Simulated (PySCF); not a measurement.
## Hf: band structure with TPSS

Crystal: Hf.

```
CELL_PARAMETERS angstrom
-1.80500 1.80500 1.80500
1.80500 -1.80500 1.80500
1.80500 1.80500 -1.80500
ATOMIC_POSITIONS crystal
Hf 0.00000 0.00000 0.00000
```

This isn't the form of Hf at room conditions, which is hcp.

```yaml
Program: PySCF 2.14.0
Task: band structure
Functional: TPSS
Potentials_or_basis: DZVP-MOLOPT-SR/GTH-PBE (potentials made for PBE)
k_mesh: 4 × 4 × 4
Occupations: fermi-dirac, width 0.05 eV
Spin: no spin polarisation
Symmetry: yes
Density_cutoff: 80 Ha
Exponents_discarded_below_exp_to_discard: 0.02 1/bohr^2
Band_path: GHNGPH,PN
Potentials: Hf GTH-PBE-q12
conv_tol: 1e-07 Ha
max_cycle: 60
Coulomb_method: multigrid
```

- Band gap on the k mesh: none (metal or under the smearing width)

Levels at the corners of the path, in eV from the Fermi level:
```
point  band 3  band 4  band 5  band 6  band 7  band 8  band 9  band 10
    Γ  -30.26  -30.26   -7.09    1.56    1.56    1.56    4.39     4.39
    H  -30.75  -30.75   -2.38   -2.38    6.64    6.64    6.64     7.79
    N  -30.49  -30.27   -3.38   -0.37    0.55    4.13    5.09     7.41
    Γ  -30.26  -30.26   -7.09    1.56    1.56    1.56    4.39     4.39
    P  -30.61  -30.61   -0.79   -0.79   -0.79    5.20    5.20     5.43
    H  -30.75  -30.75   -2.38   -2.38    6.64    6.64    6.64     7.79
    P  -30.61  -30.61   -0.79   -0.79   -0.79    5.20    5.20     5.43
    N  -30.49  -30.27   -3.38   -0.37    0.55    4.13    5.09     7.41
```

Wall time 2.2 min on 4 threads of Intel(R) Xeon(R) Processor @ 2.50GHz (Skylake/Cascade Lake) (shared host), peak memory 4.7 GiB.

Caveat: the k mesh is coarse (spacing up to 0.62 Å⁻¹), so the values aren't converged; meta-GGAs need a finer uniform grid than this; spin-orbit coupling is left out, which moves the levels of the heavy elements; the basis of atomic orbitals isn't converged, which shifts pressures, moduli and gaps.
